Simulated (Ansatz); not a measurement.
**Al3Ni2 in Ansatz: the effect of fixed moment**

Crystal: Al3Ni2.

```xyz
5
Lattice="3.9942 0.0000 0.0000 -1.9971 3.4591 0.0000 0.0000 0.0000 4.8809" Properties=species:S:1:pos:R:3 pbc="T T T"
Ni    1.9971    1.1530    4.1655
Ni    0.0000    2.3060    0.7154
Al    1.9971    1.1530    1.7177
Al    0.0000    2.3060    3.1632
Al    0.0000    0.0000    0.0000
```

The cell comes from a database or a generator and needn't be the stable form of this composition.

Alike in all runs:

* Program: Ansatz 0.2.0
* Task: single point
* Functional: PBEsol
* Potentials or basis: Ansatz PAW
* Cutoff: 420 eV (not typed: the program's choice for these potentials)
* k mesh: 7 × 7 × 5
* Occupations: fermi-dirac, width 0.05 eV

```tsv
fixed moment	spin	starting moments	energy over the lowest run (meV/atom)	pressure (GPa)	largest force (eV/Å)
0	collinear spin, program default start	-	0.0	0.0	0.03
0.5	collinear spin, ferromagnetic start	[0.25, 0.25, 0.0, 0.0, 0.0] μB	17.2	0.2	0.04
1	collinear spin, ferromagnetic start	[0.5, 0.5, 0.0, 0.0, 0.0] μB	61.3	0.7	0.05
1.5	collinear spin, ferromagnetic start	[0.75, 0.75, 0.0, 0.0, 0.0] μB	138.1	1.6	0.07
2	collinear spin, ferromagnetic start	[1.0, 1.0, 0.0, 0.0, 0.0] μB	241.0	2.8	0.16
2.5	collinear spin, ferromagnetic start	[1.25, 1.25, 0.0, 0.0, 0.0] μB	369.2	4.5	0.21
3	collinear spin, ferromagnetic start	[1.5, 1.5, 0.0, 0.0, 0.0] μB	516.2	6.5	0.18
4	collinear spin, ferromagnetic start	[2.0, 2.0, 0.0, 0.0, 0.0] μB	?	?	?
```

What does the run with fixed moment 4 give?

Energy over the lowest run 860.6 meV/atom; pressure 11.5 GPa; largest force 0.24 eV/Å.

Worked out: A parabola through the other rows of the energy over the lowest run, of slope 441 meV/atom per unit of fixed moment there, extrapolates to 906.6 meV/atom, against the run's 860.6. A parabola through the other rows of the pressure, of slope 5.87 GPa per unit of fixed moment there, extrapolates to 11.6 GPa, against the run's 11.5. The largest force follows no smooth curve through the other rows.

Caveats: the total moment is fixed, so each spin has its own Fermi level; the PAW data sets come from PBE, with cores solved anew for the run's functional, which leaves a small shift of forces and pressure; the thresholds are loose for stress.
